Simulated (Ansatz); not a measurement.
## Zone-centre phonons of NbN at 3 GPa: input and output

Theory: DFT PBEsol, scalar-relativistic, plane waves, PAW in Ansatz 0.2.0.

Launched with:
```bash
ansatz run input.yaml --threads 1 --pin off --max-ram 3072MiB --backend cpu --events-out ev --progress --plain --runs-dir out
```

Input (bare energies are in eV):
```yaml
crystal:
  lattice:
    - [0.0, 2.1844259872, 2.1844259872]
    - [2.1844259872, 0.0, 2.1844259872]
    - [2.1844259872, 2.1844259872, 0.0]
  atoms:
    - { symbol: Nb, position: [0.5, 0.5, 0.5] }
    - { symbol: "N", position: [0.0, 0.0, 0.0] }
basis:
  ecutwfc: 420
kpoints:
  mp_grid: { grid: [16, 16, 16] }
hamiltonian:
  xc: pbesol
scf:
  occupations: { method: fermi_dirac, width: 0.15 }
output:
  eigenvalues: true
phonons:
  method: dfpt
  eigenvectors: true
```

Results section of the output:
```
--- Phonons (Γ-DFPT): 2 representative perturbations + reference, on 349 of 4096 k-points (Σ response iterations 6) ---
  k mesh reduced under 8 symmetry operations, with k and −k counted as one. Each operation leaves every solved perturbation unchanged. A smaller set is not used because it would not reduce the number of displacements ...
  ASR residual: 1.904e-3 → 0.000e0 eV/Å²; symmetrization residual: 1.335e-6 eV/Å²
  ASR residual per site (eV/Å²): 1.90e-3 2.35e-4
  Γ frequencies (cm⁻¹): 0.00 0.00 0.00 417.34 417.34 417.34
  non-analytic LO–TO correction: not included (Born effective charges unavailable; polar crystals: no LO–TO splitting at Γ)
```

The run took 27 s on 1 thread of AMD EPYC 7R43 64-Core Processor (Zen 3), on a shared host, peak memory 0.65 GiB.

In a metal, frequencies and elastic constants depend on the k mesh and the smearing, soft modes and shear constants most.